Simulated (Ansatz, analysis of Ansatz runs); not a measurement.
**LaOF (R-3m), nudged elastic band: F_i by the interstitialcy path (q = −1)**

Aim: the barrier of one jump in LaOF (R-3m) at charge −1: F_i by the interstitialcy path. The model is a cell of 36 host atoms with 1 F put in; F is the atom that moves.

Main program and level: Ansatz 0.2.0; plane-wave PAW DFT, PBEsol; nudged elastic band between two relaxed defect structures at fixed charge in a uniform background.

### 1. Starting point

The cell holds 37 atoms: 12 La, 12 O and 13 F. Its edges and angles: a = 8.026 Å, b = 12.040 Å, c = 7.079 Å, α = 73.5°, β = 73.5°, γ = 60.0°. It derives from LaOF (space group R-3m). Nearest the centre at fractional (0.907, 0.438, 0.556): F37 at 1.22 Å, F11 at 1.22 Å, F24 at 2.30 Å, F30 at 2.30 Å, O27 at 2.39 Å, La26 at 2.48 Å, La20 at 2.48 Å, La7 at 2.50 Å. The cell carries charge −1.

The cell's shortest repeat is 7.1 Å.

### 2. Relaxation of the start point, charge −1

The ends come first: from an unrelaxed start the top is counted from too high an energy, and the barrier comes out too low. Small random displacements break the symmetry of the ideal sites, so that the defect can distort if it gains by it. The charge of −1 is set by the electron count, and a uniform background keeps the cell neutral.

qm1.start/input.yaml reads:

```yaml
crystal:
  lattice:
    - [-4.01323028, 6.95111875, 0.0]
    - [-12.03969085, 0.0, 0.0]
    - [-2.00661514, 1.15851979, 6.68937332]
  atoms:
    - { symbol: La, position: [0.12912111, 0.08608074, 0.22527337] }
    - { symbol: La, position: [0.37087889, 0.2472526, 0.77472663] }
    - { symbol: O, position: [0.1884472, 0.12563147, 0.86931681] }
    - { symbol: O, position: [0.3115528, 0.20770187, 0.13068319] }
    - { symbol: F, position: [0.06449263, 0.04299509, 0.6130442] }
    - { symbol: F, position: [0.43550737, 0.29033824, 0.3869558] }
    - { symbol: La, position: [0.12912111, 0.41941407, 0.22527337] }
    - { symbol: La, position: [0.37087889, 0.58058593, 0.77472663] }
    - { symbol: O, position: [0.1884472, 0.4589648, 0.86931681] }
    - { symbol: O, position: [0.3115528, 0.5410352, 0.13068319] }
    - { symbol: F, position: [0.06449263, 0.37632842, 0.6130442] }
    - { symbol: F, position: [0.43550737, 0.62367158, 0.3869558] }
    - { symbol: La, position: [0.12912111, 0.7527474, 0.22527337] }
    - { symbol: La, position: [0.37087889, 0.91391926, 0.77472663] }
    - { symbol: O, position: [0.1884472, 0.79229813, 0.86931681] }
    - { symbol: O, position: [0.3115528, 0.87436853, 0.13068319] }
    - { symbol: F, position: [0.06449263, 0.70966176, 0.6130442] }
    - { symbol: F, position: [0.43550737, 0.95700491, 0.3869558] }
    - { symbol: La, position: [0.62912111, 0.08608074, 0.22527337] }
    - { symbol: La, position: [0.87087889, 0.2472526, 0.77472663] }
    - { symbol: O, position: [0.6884472, 0.12563147, 0.86931681] }
    - { symbol: O, position: [0.8115528, 0.20770187, 0.13068319] }
    - { symbol: F, position: [0.56449263, 0.04299509, 0.6130442] }
    - { symbol: F, position: [0.93550737, 0.29033824, 0.3869558] }
    - { symbol: La, position: [0.62912111, 0.41941407, 0.22527337] }
    - { symbol: La, position: [0.87087889, 0.58058593, 0.77472663] }
    - { symbol: O, position: [0.6884472, 0.4589648, 0.86931681] }
    - { symbol: O, position: [0.8115528, 0.5410352, 0.13068319] }
    - { symbol: F, position: [0.56449263, 0.37632842, 0.6130442] }
    - { symbol: F, position: [0.93550737, 0.62367158, 0.3869558] }
    - { symbol: La, position: [0.62912111, 0.7527474, 0.22527337] }
    - { symbol: La, position: [0.87087889, 0.91391926, 0.77472663] }
    - { symbol: O, position: [0.6884472, 0.79229813, 0.86931681] }
    - { symbol: O, position: [0.8115528, 0.87436853, 0.13068319] }
    - { symbol: F, position: [0.56449263, 0.70966176, 0.6130442] }
    - { symbol: F, position: [0.93550737, 0.95700491, 0.3869558] }
    - { symbol: F, position: [0.75, 0.5, 0.5] }
total_charge: -1
basis:
  ecutwfc: 420
  xc_grid: 2
hamiltonian:
  xc: pbesol
kpoints:
  mp_grid: { grid: [1, 1, 1] }
scf:
  occupations: { method: fixed }
  max_iter: 100
output:
  forces: true
relax:
  f_tol: 0.015
  max_steps: 70
  random_displacement: { amplitude: 0.03, seed: 434 }
```

Command:

```sh
$ ansatz run input.yaml --threads 4 --pin off --max-ram 7536MiB --backend cpu --events-out ev --progress --plain --runs-dir out
```

Numbers of over 12 decimals in the logs are rounded to 6 here.

Output:

```text
[... repeated set-up lines and file paths are left out, and long positions are rounded to six places ...]
The last accepted step is kept in <dir> (removed where the run ends without a failure and the disk answers)
Engine: ansatz 0.2.0, x86_64-unknown-linux-gnu
Pseudopotentials: kind: paw
Pseudopotential: La, paw, valence charge 11, recommended cutoff 420 eV (normal), La.paw.azcp
Pseudopotential: O, paw, valence charge 6, recommended cutoff 420 eV (normal), O.paw.azcp
Pseudopotential: F, paw, valence charge 7, recommended cutoff 420 eV (normal), F.paw.azcp
Functional definition: PBEsol
  exchange = pbesol_x
  correlation = pbesol_c
Crystal: 37 atoms, lattice volume = 559.829 Å³
Basis set: ecut = 420 eV, 10937 PW (Γ), exchange–correlation on 108×162×96 points (8 copies of the dense FFT grid, shifted against one another)
Bands: 185, of which v1, the nominal top of the filled ones, is band 148 counted from 1 (147 counted from 0)
Symmetry: 1 space group operations
k-points: 1
Non-local potential: La, projectors of the file, l = 0: 3, l = 1: 2, l = 2: 2, l = 3: 3
Non-local potential: O, projectors of the file, l = 0: 2, l = 1: 2, l = 2: 1
Non-local potential: F, projectors of the file, l = 0: 2, l = 1: 2, l = 2: 1
PAW form: soft (Blöchl's): semilocal exchange-correlation on the pseudo side does not see the compensation charge
PAW frozen core: La, regenerated for the run's functional, and the local potential with it (the file was generated under x = pbe(κ = 0.804, μ = 0.219515), c = pbe(β = 0.066725))
PAW frozen core: O, regenerated for the run's functional, and the local potential with it (the file was generated under x = pbe(κ = 0.804, μ = 0.219515), c = pbe(β = 0.066725))
PAW frozen core: F, regenerated for the run's functional, and the local potential with it (the file was generated under x = pbe(κ = 0.804, μ = 0.219515), c = pbe(β = 0.066725))
PAW one-centre angular grid: La, 590 points (default); XC on 64 Gauss nodes
PAW one-centre angular grid: O, 110 points (default); XC on 64 Gauss nodes
PAW one-centre angular grid: F, 110 points (default); XC on 64 Gauss nodes
Initial density: superposition of atomic densities (neutral atoms scaled as one to the charged cell's electrons: chi_scale 0, normalization atom), corrected by the library's trained network
Initial wavefunctions: pseudopotential atomic-orbital guess
Functional: x = pbesol(κ = 0.804, μ = 0.123457), c = pbesol(β = 0.046)
SCF iter   1: F=—  HF=-91134.558929 eV  |F-HF|=—  |Δ(HF+E_count)|=         —  Δρ=2.30e-2  dr2=2.13e0  ethr=1.77e-3  ⟨swp⟩=5.0  Hψ=656  notcnv=0  defer=32
preconditioner: auto → Resta (q_TF=auto, 2.453 Å⁻¹)  ε∞=4.9  [insulator: Δε(μ)=2.888 eV  Ē_g=13.049 eV  n_scr=138 (ndim 8)  ℏωp=25.9 eV  f_vac=0.065  ε∞_Penn≈4.9]
SCF iter   2: F=—  HF=-91134.050686 eV  |F-HF|=—  |Δ(HF+E_count)|=   5.08e-1  Δρ=5.92e-3  dr2=1.39e-1  ethr=7.19e-4  ⟨swp⟩=3.0  Hψ=346  notcnv=0  defer=32
SCF iter   3: F=—  HF=-91134.025935 eV  |F-HF|=—  |Δ(HF+E_count)|=   2.48e-2  Δρ=1.97e-3  dr2=2.11e-2  ethr=4.71e-5  ⟨swp⟩=3.0  Hψ=272  notcnv=0  defer=35
SCF iter   4: F=—  HF=-91134.026820 eV  |F-HF|=—  |Δ(HF+E_count)|=   8.84e-4  Δρ=1.19e-3  dr2=7.17e-3  ethr=7.13e-6  ⟨swp⟩=3.0  Hψ=294  notcnv=0  defer=35
SCF iter   5: F=—  HF=-91134.026001 eV  |F-HF|=—  |Δ(HF+E_count)|=   8.18e-4  Δρ=2.64e-4  dr2=4.92e-4  ethr=2.42e-6  ⟨swp⟩=3.0  Hψ=232  notcnv=0  defer=35
SCF iter   6: F=—  HF=-91134.027163 eV  |F-HF|=—  |Δ(HF+E_count)|=   1.16e-3  Δρ=1.19e-4  dr2=7.64e-5  ethr=1.66e-7  ⟨swp⟩=2.0  Hψ=311  notcnv=0  defer=35
SCF iter   7: F=—  HF=-91134.027199 eV  |F-HF|=—  |Δ(HF+E_count)|=   3.60e-5  Δρ=7.99e-5  dr2=3.39e-5  ethr=2.58e-8  ⟨swp⟩=2.0  Hψ=278  notcnv=0  defer=35
SCF iter   8: F=-91134.027212 eV  HF=-91134.027209 eV  |F-HF|=3.18e-6  |Δ(HF+E_count)|=   9.22e-6  Δρ=2.61e-5  dr2=4.44e-6  ethr=1.90e-9  ⟨swp⟩=3.0  Hψ=749  notcnv=0
SCF 1 converged in 8 iterations: F = -91134.027212 eV  dr2 = 4.44e-6
  greatest PAW one-centre occupation: 0.973 electrons in one spin orbital (limit 2), on the La atom at site 19 (counted from 0), in its partial waves of l = 0
relax step   1: F+E_penalty+E_count = -91134.02721188 eV  Δ(F+E_penalty+E_count) = +0.000e0 eV  max|allowed force component| = 1.831e0 eV/Å  Δτ_max = 0.0000 Å  (8 SCF iters, dr2 threshold 5.63e-6 eV, accepted)
[... the SCF cycles and remarks between the steps are left out from here to the last step ...]
relax step   2: F+E_penalty+E_count = -91134.95638785 eV  Δ(F+E_penalty+E_count) = -9.292e-1 eV  max|allowed force component| = 1.373e0 eV/Å  Δτ_max = 0.1949 Å  (8 SCF iters, dr2 threshold 1.00e-4 eV, accepted)
relax step   3: F+E_penalty+E_count = -91135.34421178 eV  Δ(F+E_penalty+E_count) = -3.878e-1 eV  max|allowed force component| = 2.033e-1 eV/Å  Δτ_max = 0.0783 Å  (6 SCF iters, dr2 threshold 1.00e-4 eV, accepted)
relax step   4: F+E_penalty+E_count = -91135.36694997 eV  Δ(F+E_penalty+E_count) = -2.274e-2 eV  max|allowed force component| = 9.143e-2 eV/Å  Δτ_max = 0.0208 Å  (6 SCF iters, dr2 threshold 2.58e-6 eV, accepted)
relax step   5: F+E_penalty+E_count = -91135.37138076 eV  Δ(F+E_penalty+E_count) = -4.431e-3 eV  max|allowed force component| = 6.297e-2 eV/Å  Δτ_max = 0.0097 Å  (5 SCF iters, dr2 threshold 5.22e-7 eV, accepted)
relax step   6: F+E_penalty+E_count = -91135.37378162 eV  Δ(F+E_penalty+E_count) = -2.401e-3 eV  max|allowed force component| = 1.744e-2 eV/Å  Δτ_max = 0.0100 Å  (6 SCF iters, dr2 threshold 8.02e-7 eV, accepted)
SCF iter   1: F=—  HF=-91135.373365 eV  |F-HF|=—  |Δ(HF+E_count)|=         —  Δρ=2.53e-4  dr2=2.72e-4  ethr=8.56e-7  ⟨swp⟩=2.0  Hψ=336  notcnv=0  defer=35
SCF iter   2: F=—  HF=-91135.373284 eV  |F-HF|=—  |Δ(HF+E_count)|=   8.13e-5  Δρ=1.18e-4  dr2=6.65e-5  ethr=9.18e-8  ⟨swp⟩=3.0  Hψ=340  notcnv=0  defer=31
SCF iter   3: F=—  HF=-91135.374053 eV  |F-HF|=—  |Δ(HF+E_count)|=   7.69e-4  Δρ=3.63e-5  dr2=6.49e-6  ethr=2.24e-8  ⟨swp⟩=2.0  Hψ=282  notcnv=0  defer=31
SCF iter   4: F=—  HF=-91135.374052 eV  |F-HF|=—  |Δ(HF+E_count)|=   1.12e-6  Δρ=1.32e-5  dr2=8.62e-7  ethr=2.19e-9  ⟨swp⟩=2.0  Hψ=277  notcnv=0  defer=31
SCF iter   5: F=-91135.374052 eV  HF=-91135.374052 eV  |F-HF|=1.65e-8  |Δ(HF+E_count)|=   9.04e-8  Δρ=3.74e-6  dr2=8.91e-8  ethr=3.38e-11  ⟨swp⟩=3.0  Hψ=762  notcnv=0
SCF 7 converged in 5 iterations: F = -91135.374052 eV  dr2 = 8.91e-8
relax step   7: F+E_penalty+E_count = -91135.37405178 eV  Δ(F+E_penalty+E_count) = -2.702e-4 eV  max|allowed force component| = 1.305e-2 eV/Å  Δτ_max = 0.0024 Å  (5 SCF iters, accepted)
SCF converged after 5 iterations
Free energy (F): -91135.374052 eV
Harris-Foulkes:  -91135.374052 eV  (|F-HF|=1.65e-8)
Internal energy: -91135.374052 eV  (E = F + TS)
E sigma→0 (E₀):  -91135.374052 eV
Fermi energy:    8.720043 eV
--- Per-component energies (eV) ---
  E_band       = -414.271280
  E_kinetic    = 7121.442699
  E_local      = -14827.768422  (includes V_loc(G=0)·N_el)
  E_nonlocal   = 2719.101671
  E_hartree    = 5447.825473
  E_xc         = -3584.482692
  E_vxc        = -4243.522576  (∫ρ·V_xc dr)
  E_paw        = -68301.693324  (= ΣΔE_a)
  E_vpaw       = -2079.218509  (= ΣTr[D̂ρ^β])
  E_aug_tail   = 0.055377  (compensation charges beyond the density's cutoff)
  E_ewald      = -19712.864155
  E_core_change = 3.009323  (= ΣΔE_core)
  E_smearing   = -0.000000  (= −TS)
  E_closure    = 0.000000  (closes the sum)
  E_deformation_potential = -19.094501  (in the stress; not in F)
  Σ components = -91135.374052   (vs F -91135.374052, Δ=0.00e0)
--- Forces (eV/Å), atoms counted from 1 ---
  atom   1  La     0.00376759    -0.00124180    -0.00080476
  atom   2  La    -0.00297560     0.00038626     0.00557482
  atom   3  O     -0.00204983     0.00038073     0.00017697
  atom   4  O     -0.00372401    -0.00786688    -0.00182167
  atom   5  F      0.00096327    -0.00142098    -0.00093641
  atom   6  F      0.00253141     0.00043653     0.00009914
  atom   7  La     0.00496614     0.00264107     0.00610378
  atom   8  La    -0.00319030     0.00195768    -0.01129876
  atom   9  O      0.00356416     0.00015262    -0.01022525
  atom  10  O      0.00358733     0.00514715     0.00988242
  atom  11  F     -0.00112020    -0.00222926     0.00085834
  atom  12  F     -0.00132215     0.00232227    -0.00013446
  atom  13  La    -0.00373948    -0.00056341    -0.00336877
  atom  14  La     0.00065233     0.00283124     0.00009216
  atom  15  O      0.00199270     0.00710211     0.00672712
  atom  16  O     -0.00415115    -0.00173855     0.00005893
  atom  17  F     -0.00248959     0.00055914    -0.00112155
  atom  18  F     -0.00208186     0.00160979     0.00071381
  atom  19  La     0.00293476     0.00001269     0.00190522
  atom  20  La    -0.00707054    -0.00576632     0.00085426
  atom  21  O     -0.00158366     0.00004388     0.00309423
  atom  22  O     -0.00884994     0.00219465     0.00588994
  atom  23  F     -0.00196926     0.00027103     0.00082744
  atom  24  F     -0.00447692    -0.00000600    -0.00217525
  atom  25  La     0.00411545    -0.00042370    -0.00686203
  atom  26  La     0.00111533    -0.00258851     0.00076243
  atom  27  O      0.00760726     0.00387951    -0.00053986
  atom  28  O      0.00150236    -0.00094870     0.00100285
  atom  29  F     -0.00039764    -0.00065015     0.00291349
  atom  30  F      0.00146648     0.00017750    -0.00059951
  atom  31  La     0.00507366     0.00212785     0.01304837
  atom  32  La    -0.00208273    -0.00181148     0.00038577
  atom  33  O      0.00744992    -0.00145323    -0.00821034
  atom  34  O      0.00052118    -0.00310346    -0.00502030
  atom  35  F      0.00218398    -0.00077282    -0.00314438
  atom  36  F      0.00088842    -0.00054400    -0.00174270
  atom  37  F     -0.00350115    -0.00110596    -0.00294937
  max |Σ_I F_I| component: 1.08e-4 eV/Å
--- Relaxed structure (7 steps of the walk, 7 accepted, 0 SCFs on fresh bases) ---
  F+E_penalty+E_count = -91135.37405178 eV   max|allowed force component| = 1.305e-2 eV/Å
  atoms:
    - { symbol: La, position: [0.130215, 0.082721, 0.224238] }
    - { symbol: La, position: [0.368994, 0.247579, 0.779698] }
    - { symbol: O, position: [0.185897, 0.124865, 0.870586] }
    - { symbol: O, position: [0.309529, 0.209137, 0.131593] }
    - { symbol: F, position: [0.063841, 0.041210, 0.614043] }
    - { symbol: F, position: [0.436983, 0.289900, 0.384865] }
    - { symbol: La, position: [0.119296, 0.421866, 0.226904] }
    - { symbol: La, position: [0.379786, 0.577235, 0.773007] }
    - { symbol: O, position: [0.190328, 0.457907, 0.869229] }
    - { symbol: O, position: [0.308706, 0.541298, 0.130711] }
    - { symbol: F, position: [0.081653, 0.368726, 0.617046] }
    - { symbol: F, position: [0.418046, 0.630314, 0.382633] }
    - { symbol: La, position: [0.130338, 0.751403, 0.219877] }
    - { symbol: La, position: [0.369090, 0.916333, 0.774904] }
    - { symbol: O, position: [0.189863, 0.789863, 0.867716] }
    - { symbol: O, position: [0.313428, 0.874102, 0.128585] }
    - { symbol: F, position: [0.062369, 0.709173, 0.614533] }
    - { symbol: F, position: [0.435614, 0.957745, 0.385241] }
    - { symbol: La, position: [0.629478, 0.085865, 0.223109] }
    - { symbol: La, position: [0.864793, 0.256536, 0.771535] }
    - { symbol: O, position: [0.692386, 0.123700, 0.870130] }
    - { symbol: O, position: [0.810208, 0.207976, 0.131963] }
    - { symbol: F, position: [0.563412, 0.043231, 0.612620] }
    - { symbol: F, position: [0.947747, 0.277077, 0.383115] }
    - { symbol: La, position: [0.631378, 0.418529, 0.238904] }
    - { symbol: La, position: [0.867988, 0.580605, 0.760998] }
    - { symbol: O, position: [0.684791, 0.454667, 0.892665] }
    - { symbol: O, position: [0.814354, 0.544763, 0.107248] }
    - { symbol: F, position: [0.554947, 0.368647, 0.621757] }
    - { symbol: F, position: [0.943853, 0.630495, 0.377928] }
    - { symbol: La, position: [0.634402, 0.742956, 0.227409] }
    - { symbol: La, position: [0.869985, 0.913341, 0.776123] }
    - { symbol: O, position: [0.689089, 0.791240, 0.867362] }
    - { symbol: O, position: [0.807126, 0.875444, 0.129150] }
    - { symbol: F, position: [0.551986, 0.721498, 0.616383] }
    - { symbol: F, position: [0.935946, 0.955854, 0.386748] }
    - { symbol: F, position: [0.750284, 0.498603, 0.500107] }
```

It took 49 s on 4 threads of AMD EPYC 7R43, shared host; peak memory 0.72 GiB.

Step by step:

```
step  energy less that of the first step (eV)  largest force component (eV/Å)
   1                                   0.0000                          1.8306
   2                                  -0.9292                          1.3727
   3                                  -1.3170                          0.2033
   4                                  -1.3397                          0.0914
   5                                  -1.3442                          0.0630
   6                                  -1.3466                          0.0174
   7                                  -1.3468                          0.0130
```

The atoms that moved most (Å, from the sites as typed, ahead of the random displacement, the mean shift of all atoms taken out):

```
atom      dx      dy      dz  length
 O27   0.012   0.004   0.158   0.158
 O28  -0.017  -0.005  -0.155   0.156
 F24   0.111   0.083  -0.024   0.141
 F35  -0.107  -0.081   0.024   0.136
 F29   0.106  -0.054   0.060   0.133
 F30  -0.105   0.050  -0.059   0.130
 F11   0.007   0.126   0.028   0.130
 F12  -0.009  -0.124  -0.027   0.127
```

Final coordinates:

```xyz
37
Lattice="-4.0132 6.9511 0.0000 -12.0397 0.0000 0.0000 -2.0066 1.1585 6.6894" Properties=species:S:1:pos:R:3 pbc="T T T"
La   -1.9685    1.1649    1.5000
La   -6.0262    3.4682    5.2157
O    -3.9963    2.3008    5.8237
O    -4.0242    2.3040    0.8803
F    -1.9845    1.1552    4.1076
F    -6.0163    3.4834    2.5745
La   -6.0132    1.0921    1.5178
La  -10.0250    3.5355    5.1709
O    -8.0211    2.3300    5.8146
O    -8.0182    2.2973    0.8744
F    -6.0052    1.2824    4.1277
F   -10.0343    3.3492    2.5596
La  -10.0109    1.1607    1.4708
La  -14.0685    3.4633    5.1836
O   -12.0128    2.3250    5.8045
O   -12.0398    2.3276    0.8602
F   -10.0217    1.1455    4.1108
F   -14.0522    3.4743    2.5770
La   -4.0077    4.6341    1.4925
La   -8.1074    6.9051    5.1611
O    -6.0140    5.8209    5.8206
O    -6.0203    5.7847    0.8827
F    -4.0109    4.6261    4.0980
F    -7.9082    7.0317    2.5628
La   -8.0522    4.6656    1.5981
La  -12.0008    6.9151    5.0906
O   -10.0135    5.7942    5.9714
O   -10.0422    5.7849    0.7174
F    -7.9131    4.5778    4.1592
F   -12.1372    6.9987    2.5281
La  -11.9473    4.6733    1.5212
La  -16.0452    6.9465    5.1918
O   -14.0322    5.7948    5.8021
O   -14.0384    5.7601    0.8639
F   -12.1387    4.5510    4.1232
F   -16.0404    6.9539    2.5871
F   -10.0176    5.7947    3.3454
```

Neighbours of F37 at the end:

```
atom  distance (Å)
 F11         2.561
 F29         2.564
 F24         2.568
 F12         2.569
 F30         2.571
 F35         2.579
 O27         2.626
 O28         2.628
```

Numbers from this step:

| Property | Result |
| --- | --- |
| free energy | -91135.3741 eV |
| largest move from the ideal geometry of this structure, a common shift of the far atoms taken out | 0.1588 Å |

The relaxation gained 1.347 eV and ended with a largest force component of 0.013 eV/Å.

(Part 1 of 4 ends here.)

[Logs are printed without paths, hosts, clocks, repeated set-up lines and the standing remarks that a program may print on its own settings, such as how far it seeks lower states.]

[Hosts, paths, dates, database ids (printed as entryN), source tags and the programs' standing remarks are cut or masked in the printed files.]
